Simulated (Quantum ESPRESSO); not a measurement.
# GaP (F-43m) in Quantum ESPRESSO: further runs, part 2 of 2

Quantum ESPRESSO 7.5. Earlier steps stand in the parts before.

## Step 3: Relaxation of cell and atoms, PBE, target pressure 18 GPa, at which the enthalpy is minimised

pw.in reads:

```
&CONTROL
  calculation = 'vc-relax'
  prefix = 'pwscf'
  outdir = './tmp'
  pseudo_dir = './pseudo'
  tprnfor = .true.
  tstress = .true.
  disk_io = 'low'
  nstep = 40
  forc_conv_thr = 0.0004
  etot_conv_thr = 1d-05
/
&SYSTEM
  ibrav = 0
  nat = 2
  ntyp = 2
  ecutwfc = 70
  ecutrho = 560
  nbnd = 15
  occupations = 'fixed'
/
&ELECTRONS
  conv_thr = 4d-10
  electron_maxstep = 120
  mixing_beta = 0.5
/
&IONS
  ion_dynamics = 'bfgs'
/
&CELL
  cell_dynamics = 'bfgs'
  press = 180
  press_conv_thr = 0.3
/
ATOMIC_SPECIES
Ga    69.7230 Ga.pbe-dn-kjpaw_psl.1.0.0.UPF
P     30.9738 P.pbe-n-rrkjus_psl.1.0.0.UPF
CELL_PARAMETERS angstrom
   0.0000000000    2.7250000000    2.7250000000
   2.7250000000    0.0000000000    2.7250000000
   2.7250000000    2.7250000000    0.0000000000
ATOMIC_POSITIONS crystal
Ga     0.0000000000    0.0000000000    0.0000000000
P      0.2500000000    0.2500000000    0.2500000000
K_POINTS automatic
10 10 10 0 0 0
```

Potentials or basis: SSSP 1.3 efficiency PBE.

Command:

```console
> OMP_NUM_THREADS=1 pw.x -in pw.in > pw.out
```

pw.out:

```text
This program is part of the open-source Quantum ESPRESSO suite
     for quantum simulation of materials; please cite
         "P. Giannozzi et al., J. Phys.:Condens. Matter 21 395502 (2009);
         "P. Giannozzi et al., J. Phys.:Condens. Matter 29 465901 (2017);
         "P. Giannozzi et al., J. Chem. Phys. 152 154105 (2020);
     in publications or presentations arising from this work. More details at

     file Ga.pbe-dn-kjpaw_psl.1.0.0.UPF: wavefunction(s)  4S renormalized
     Message from routine setup:
     using ibrav=0 with symmetry is DISCOURAGED, use correct ibrav instead

     G-vector sticks info
     --------------------
     sticks:   dense  smooth     PW     G-vecs:    dense   smooth      PW
     Sum        2053    1027    313                61239    21595    3527

     Using Slab Decomposition

     bravais-lattice index     =            0
     lattice parameter (alat)  =       7.2825  a.u.
     unit-cell volume          =     273.1028 (a.u.)^3
     number of atoms/cell      =            2
     number of atomic types    =            2
     number of electrons       =        18.00
     number of Kohn-Sham states=           15
     kinetic-energy cutoff     =      70.0000  Ry
     charge density cutoff     =     560.0000  Ry
     scf convergence threshold =      4.0E-10
     mixing beta               =       0.5000
     number of iterations used =            8  plain     mixing
     energy convergence thresh.=      1.0E-05
     force convergence thresh. =      4.0E-04
     press convergence thresh. =      3.0E-01
     Exchange-correlation= PBE
                           (   1   4   3   4   0   0   0)
     nstep                     =           40

     celldm(1)=   7.282498  celldm(2)=   0.000000  celldm(3)=   0.000000
     celldm(4)=   0.000000  celldm(5)=   0.000000  celldm(6)=   0.000000

     crystal axes: (cart. coord. in units of alat)
               a(1) = (   0.000000   0.707107   0.707107 )
               a(2) = (   0.707107   0.000000   0.707107 )
               a(3) = (   0.707107   0.707107   0.000000 )

     reciprocal axes: (cart. coord. in units 2 pi/alat)
               b(1) = ( -0.707107  0.707107  0.707107 )
               b(2) = (  0.707107 -0.707107  0.707107 )
               b(3) = (  0.707107  0.707107 -0.707107 )

     PseudoPot. # 1 for Ga read from file:
     Ga.pbe-dn-kjpaw_psl.1.0.0.UPF
     Pseudo is Projector augmented-wave + core cor, Zval = 13.0
     Generated using "atomic" code by A. Dal Corso  v.5.1
     Shape of augmentation charge: PSQ
     Using radial grid of 1205 points,  6 beta functions with:
                l(1) =   0
                l(2) =   0
                l(3) =   1
                l(4) =   1
                l(5) =   2
                l(6) =   2
     Q(r) pseudized with 0 coefficients

     PseudoPot. # 2 for P  read from file:
     P.pbe-n-rrkjus_psl.1.0.0.UPF
     Pseudo is Ultrasoft + core correction, Zval =  5.0
     Generated using "atomic" code by A. Dal Corso  v.5.1
     Using radial grid of 1147 points,  6 beta functions with:
                l(1) =   0
                l(2) =   0
                l(3) =   1
                l(4) =   1
                l(5) =   2
                l(6) =   2
     Q(r) pseudized with 0 coefficients

     atomic species   valence    mass     pseudopotential
     Ga               13.00    69.72300     Ga( 1.00)
     P                 5.00    30.97380     P ( 1.00)

     24 Sym. Ops. (no inversion) found

   Cartesian axes

     site n.     atom                  positions (alat units)
         1        Ga     tau(   1) = (   0.0000000   0.0000000   0.0000000  )
         2        P      tau(   2) = (   0.3535534   0.3535534   0.3535534  )

     number of k points=    47
                       cart. coord. in units 2pi/alat
        k(    1) = (   0.0000000   0.0000000   0.0000000), wk =   0.0020000
        k(    2) = (   0.0707107   0.0707107  -0.0707107), wk =   0.0160000
        k(    3) = (   0.1414214   0.1414214  -0.1414214), wk =   0.0160000
        k(    4) = (   0.2121320   0.2121320  -0.2121320), wk =   0.0160000
        k(    5) = (   0.2828427   0.2828427  -0.2828427), wk =   0.0160000
        k(    6) = (  -0.3535534  -0.3535534   0.3535534), wk =   0.0080000
[... 39 lines left out ...]
        k(   46) = (  -0.0707107  -0.3535534   0.6363961), wk =   0.0480000
        k(   47) = (  -0.7071068   0.2828427   0.0000000), wk =   0.0240000

     Dense  grid:    61239 G-vectors     FFT dimensions: (  60,  60,  60)

     Smooth grid:    21595 G-vectors     FFT dimensions: (  40,  40,  40)

     Initial potential from superposition of free atoms

     starting charge      17.9969, renormalised to      18.0000
     Starting wfcs are   13 randomized atomic wfcs +    2 random wfcs

     Self-consistent Calculation

     iteration #  1     ecut=    70.00 Ry     beta= 0.50
     Davidson diagonalization with overlap
     ethr =  1.00E-02,  avg # of iterations =  5.7

     Threshold (ethr) on eigenvalues was too large:
     Diagonalizing with lowered threshold

     Davidson diagonalization with overlap
     ethr =  3.62E-04,  avg # of iterations =  7.0

     total energy              =    -292.01561127 Ry
     estimated scf accuracy    <       0.07358239 Ry
[... 5 lines left out ...]
     total energy              =    -292.02923193 Ry
     estimated scf accuracy    <       0.00675847 Ry

     iteration #  3     ecut=    70.00 Ry     beta= 0.50
     Davidson diagonalization with overlap
     c_bands:  1 eigenvalues not converged
     ethr =  3.75E-05,  avg # of iterations =  8.0

     total energy              =    -292.03319969 Ry
     estimated scf accuracy    <       0.00380734 Ry

     iteration #  4     ecut=    70.00 Ry     beta= 0.50
     Davidson diagonalization with overlap
     ethr =  2.12E-05,  avg # of iterations =  2.0
[... 8 lines left out ...]
     total energy              =    -292.03366041 Ry
     estimated scf accuracy    <       0.00003746 Ry

     iteration #  6     ecut=    70.00 Ry     beta= 0.50
     Davidson diagonalization with overlap
     c_bands:  1 eigenvalues not converged
     ethr =  2.08E-07,  avg # of iterations =  6.4

     total energy              =    -292.03369586 Ry
     estimated scf accuracy    <       0.00000208 Ry

     iteration #  7     ecut=    70.00 Ry     beta= 0.50
     Davidson diagonalization with overlap
     ethr =  1.15E-08,  avg # of iterations =  5.4
[... 22 lines left out ...]
     total energy              =    -292.03369840 Ry
     estimated scf accuracy    <          5.1E-10 Ry

[... 87 further cycles ...]
     iteration # 20     ecut=    70.00 Ry     beta= 0.50
     Davidson diagonalization with overlap
     ethr =  6.80E-11,  avg # of iterations =  4.8

     total energy              =    -292.01191157 Ry
     estimated scf accuracy    <       0.00000001 Ry
[... 57 lines left out ...]
     iteration # 29     ecut=    70.00 Ry     beta= 0.50
     Davidson diagonalization with overlap
     ethr =  3.52E-13,  avg # of iterations =  2.2

     End of self-consistent calculation

          k = 0.0000 0.0000 0.0000 (  2421 PWs)   bands (ev):

    -5.9569  -5.9569  -5.9569  -5.8102  -5.8102  -4.6948   8.8821   8.8821
     8.8821  11.8375  12.7002  12.7002  12.7002  18.3039  18.7711

          k = 0.0739 0.0739-0.0739 (  2373 PWs)   bands (ev):
[... 141 lines left out ...]
    -6.1228  -5.8817  -5.8650  -5.8496  -5.7867  -1.0380   1.6095   4.4439
     6.0206  10.7049  12.8941  18.2228  18.2939  19.7635  20.0602

          k =-0.7390 0.0000-0.0000 (  2346 PWs)   bands (ev):

    -6.1376  -5.8724  -5.8559  -5.8559  -5.7763  -1.0727   1.4481   5.6948
     5.6948  10.2266  10.5259  20.4287  20.4287  21.3869  21.4856

          k = 0.2956 0.1478 0.0000 (  2367 PWs)   bands (ev):

    -6.0464  -5.9273  -5.9233  -5.8240  -5.8000  -3.7028   5.2467   6.7196
     7.8616  12.1798  13.2819  14.5358  14.8810  17.2644  19.3562

          k = 0.3695 0.2217-0.0739 (  2371 PWs)   bands (ev):
[... 51 lines left out ...]
    -6.1097  -5.8981  -5.8731  -5.8336  -5.7975  -1.1616   1.8256   4.1488
     5.9369  11.8716  14.7802  15.8833  16.6582  19.0755  20.2782

          k =-0.7390 0.1478-0.0000 (  2370 PWs)   bands (ev):

    -6.1295  -5.8706  -5.8694  -5.8507  -5.7819  -1.0213   1.5293   5.2849
     5.3220  11.0822  11.3940  18.6114  18.7171  21.2868  21.5423

          k =-0.1478-0.4434 0.7390 (  2364 PWs)   bands (ev):
[... 6 lines left out ...]
    -6.1090  -5.9003  -5.8713  -5.8325  -5.7982  -1.1028   1.8100   4.3761
     5.3779  13.2490  14.0032  15.1126  16.2209  19.6213  22.1962

          k =-0.7390 0.2956 0.0000 (  2362 PWs)   bands (ev):

    -6.1144  -5.8930  -5.8689  -5.8374  -5.7944  -0.9342   1.6822   4.7172
     4.8344  12.9570  13.3764  15.9859  16.0908  21.2904  21.6640

     highest occupied, lowest unoccupied level (ev):     8.8821   10.2260

!    total energy              =    -292.01191157 Ry
     estimated scf accuracy    <          6.1E-14 Ry

     The total energy is the sum of the following terms:
     one-electron contribution =    -107.86276600 Ry
     hartree contribution      =      70.95442387 Ry
     xc contribution           =     -42.78415498 Ry
     ewald contribution        =    -100.83571556 Ry
     one-center paw contrib.   =    -111.48369889 Ry

     convergence has been achieved in  29 iterations

     Forces acting on atoms (cartesian axes, Ry/au):

     atom    1 type  1   force =     0.00000000    0.00000000    0.00000000
     atom    2 type  2   force =    -0.00000000   -0.00000000   -0.00000000

     Total force =     0.000000     Total SCF correction =     0.000000

     Computing stress (Cartesian axis) and pressure

          total   stress  (Ry/bohr**3)                   (kbar)     P=      178.41
   0.00121278  -0.00000000  -0.00000000          178.41       -0.00       -0.00
  -0.00000000   0.00121278   0.00000000           -0.00      178.41        0.00
  -0.00000000   0.00000000   0.00121278           -0.00        0.00      178.41

=------------------------------------------------------------------------------=
   JOB DONE.
=------------------------------------------------------------------------------=
```

It took 18 min on 1 thread of AMD EPYC, shared host; peak memory 0.29 GiB.

Results:

```
Free energy                                            : -3973.0245 eV
Relaxed volume                                         : 17.73 Å³/atom
Relaxed cell                                           : a = 3.688 Å, b = 3.688 Å, c = 3.688 Å, α = 60.00°, β = 60.00°, γ = 60.00°
Space group after relaxing (to 0.05 Å)                 : F-43m (No. 216)
Energy change on relaxing (the enthalpy is what falls) : +146.4 meV/atom
Ionic steps                                            : 5
Pressure after relaxing                                : 17.8 GPa
Band gap on the k mesh                                 : 1.34 eV, indirect (least direct gap 2.96 eV)
```

The path:
```
step  energy change (eV)  largest force (eV/Å)  pressure (GPa)  volume (Å³)
   1              0.0000                0.0000            2.42        40.47
   2              0.1246                0.0000           10.92        37.34
   3              0.3370                0.0000           19.63        35.08
   4              0.2899                0.0000           17.89        35.48
   5              0.2928                0.0000           18.00        35.46
```

Final structure:
```
Ga P
1.0
     0.00000    2.60747    2.60747
     2.60747    0.00000    2.60747
     2.60747    2.60747    0.00000
Ga P
1 1
Cartesian
  0.0000 0.0000 0.0000
  1.3037 1.3037 1.3037
```

A k mesh can miss the band edges.
